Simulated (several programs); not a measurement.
# What each method gives for CdTe (zincblende)

Measured values to be reproduced:
- bulk modulus: 42 GPa (B0 of zincblende phase; “Multiscale insight into the Cd1-xZnxTe vibrational-mechanical properties -- High-pressure experiments and ab initio calculations”; literature HP-XRD value from an equation-of-state fit; depends on B0' (about 6.4 for CdTe); 2023; arxiv:2306.14539)
- volume: 34.11 Å³ an atom (from the lattice constants; cubic lattice parameter, literature experiment; “Electronic structure, structural and optical properties of thermally evaporated CdTe thin films”; 2006; arxiv:cond-mat/0608141)

Zincblende CdTe, relaxed with r2SCAN in Ansatz, was computed with several methods. Space group F-43m (No. 216), cubic; conventional cell a = 6.560 Å, 35.29 Å³ an atom. Around Cd lie 4 Te at 2.84 Å; around Te lie 4 Cd at 2.84 Å. Calculated for a static, non-magnetic cell.

```
CELL_PARAMETERS angstrom
0.00000 3.27996 3.27996
3.27996 0.00000 3.27996
3.27996 3.27996 0.00000
ATOMIC_POSITIONS crystal
Cd 0.00000 0.00000 0.00000
Te 0.25000 0.25000 0.25000
```

Gaps and times are for a single point on this cell; volume and bulk modulus come from each method's own relaxation or energy curve at fixed shape. Times are rough, from shared hosts (Arm Neoverse N1; Arm Neoverse V2; Intel Xeon Platinum 8488C), and each method has its own mesh and cell size. A dagger marks a closed or tiny gap in a crystal that DFT finds insulating: a failure of the method or a wrong SCF state. PM6 (MOPAC), PM7 (MOPAC), GFN1-xTB (tblite), GFN2-xTB (tblite) treat a cluster of cells at its zone centre, which samples few k points: where these miss a band edge, the gap comes out too large for that reason alone. Gaps from k meshes are read at a limited set of points (mesh, symmetry points, PBE's band edges), so each method's own least gap may be somewhat smaller. Force fields have no electrons; where one was fitted to this phase, its volume and modulus reflect the fit. xTB and the PM methods were fitted mostly to molecules, and can miss a solid's gap by electronvolts. Minimal bases can be far off for gaps. Times of the plane-wave ladder aren't listed, since it ran on unlike processors and cards. GLLB-SC's gap includes the derivative discontinuity. G0W0 is at finite bands, cutoff and mesh. d marks a direct gap, i an indirect one (no mark: not told apart), a dash a value that wasn't computed or didn't pass its checks.

```tsv
method	kind	gap (eV)	own volume (Å³/atom)	bulk modulus (GPa)	atoms computed	processor time
PBEsol	semilocal	–	34.17	–	2	–
CdTeZnSeHgS0.sw (LAMMPS)	force field	–	33.98	43	2	0.16 s
CdTe.bop.table (LAMMPS)	force field	–	39.81	37	2	0.17 s
CdTeSe.bop.table (LAMMPS)	force field	–	34.09	37	2	0.18 s
light PBE (260 eV and a coarse mesh)	light plane-wave	0.63 d	–	–	2	2.1 s
PM6 (MOPAC)	semi-empirical	8.05	–	–	cluster	3.2 s
LDA	semilocal	0.40 d	32.93	–	2	–
PM7 (MOPAC)	semi-empirical	5.53	32.12	148	cluster	3.3 s
GFN1-xTB (tblite)	tight binding	0.00†	–	–	cluster	3.9 s
PBE	semilocal	0.66 d	36.28	35	2	–
GFN2-xTB (tblite)	tight binding	2.27	37.48	31	cluster	6.1 s
PBE/single zeta (GPAW)	small basis	0.72 d	–	–	2	8.5 s
PBE/SZV (CP2K)	small basis	1.01 d	37.95	36	2	9.6 s
G0W0@PBE (260 eV screening cutoff)	many-body	1.20	–	–	2	–
G0W0@r2SCAN (180 eV screening cutoff)	many-body	1.56	–	–	2	–
r2SCAN	semilocal	1.16 d	35.29	40	2	–
GLLB-SC (GPAW)	model potential	1.34	–	–	2	19 s
PBE+SOC	semilocal	0.39 d	–	–	2	–
G0W0@HSE06 (180 eV screening cutoff)	many-body	1.76	–	–	2	–
G0W0@PBE0 (180 eV screening cutoff)	many-body	1.97	–	–	2	–
PBE/DZVP (CP2K)	small basis	0.73 d	36.84	35	2	28 s
LC-ωPBE	hybrid	6.01 d	–	–	2	–
PBE0	hybrid	2.16 d	–	–	2	–
HSE06	hybrid	1.53 d	35.50	–	2	–
r2SCANh	hybrid	1.66 d	–	–	2	–
G0W0@LDA (140 eV screening cutoff)	many-body	1.10	–	–	2	–
DDH-PBE0	hybrid	1.31 d	–	–	2	–
HSE06+SOC	hybrid	1.23 d	–	–	2	–
```

Against HSE06 (1.53 eV) and with closed or daggered gaps left aside, the nearest gap at the points sampled is that of G0W0@r2SCAN (180 eV screening cutoff) (+0.03 eV) and the farthest that of PM6 (MOPAC) (+6.52 eV). HSE06 is only a yardstick of convenience, and nearness to it can be luck.

Volumes against r2SCAN's: PBEsol -3.2 %, CdTeZnSeHgS0.sw (LAMMPS) -3.7 %, CdTe.bop.table (LAMMPS) +12.8 %, CdTeSe.bop.table (LAMMPS) -3.4 %, LDA -6.7 %, PM7 (MOPAC) -9.0 %, PBE +2.8 %, GFN2-xTB (tblite) +6.2 %, PBE/SZV (CP2K) +7.5 %, PBE/DZVP (CP2K) +4.4 %, HSE06 +0.6 %.

Comparison with experiment:
- Bulk modulus, measured 42 GPa: CdTeZnSeHgS0.sw (LAMMPS) +1.5 %, CdTe.bop.table (LAMMPS) -10.9 %, CdTeSe.bop.table (LAMMPS) -12.1 %, PM7 (MOPAC) +253.2 %, PBE -16.3 %, GFN2-xTB (tblite) -25.8 %, PBE/SZV (CP2K) -14.5 %, r2SCAN -4.0 %, PBE/DZVP (CP2K) -17.5 %.
- Volume, measured 34.11 Å³ an atom: PBEsol +0.2 %, CdTeZnSeHgS0.sw (LAMMPS) -0.4 %, CdTe.bop.table (LAMMPS) +16.7 %, CdTeSe.bop.table (LAMMPS) -0.1 %, LDA -3.4 %, PM7 (MOPAC) -5.8 %, PBE +6.4 %, GFN2-xTB (tblite) +9.9 %, PBE/SZV (CP2K) +11.3 %, r2SCAN +3.5 %, PBE/DZVP (CP2K) +8.0 %, HSE06 +4.1 %.
The calculations are for a static lattice; samples hold vibrations, temperature and, in optical gaps, excitons. A measured value is shown where most reports agree with it, and only for the quantities listed.

Only the rows marked +SOC include spin-orbit coupling.
